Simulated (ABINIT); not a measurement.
Crystal: Nb.

```
CELL_PARAMETERS angstrom
-1.66395 1.66395 1.66395
1.66395 -1.66395 1.66395
1.66395 1.66395 -1.66395
ATOMIC_POSITIONS crystal
Nb 0.00000 0.00000 0.00000
```

Base run:

- Program: ABINIT 10.8.3 (patched build)
- Functional: PBEsol
- Potentials or basis: PseudoDojo NC SR PBEsol v0.4.1 standard
- Cutoff: 1007 eV
- k mesh: 8 × 8 × 8
- Occupations: fermi-dirac, width 0.05 eV
- Spin: no spin polarisation

Its results: band gap on the k mesh none (metal or under the smearing width); pressure -8.5 GPa.

Problem. The run is repeated on the same cell with these changes: functional from PBEsol to LDA; potentials or basis from PseudoDojo NC SR PBEsol v0.4.1 standard to JTH PAW LDA v2.0; cutoff from 1007 eV to 435 eV. What comes out?

Solution. Band gap on the k mesh none (metal or under the smearing width); pressure -12.3 GPa.

Not every run made on this cell is shown here.
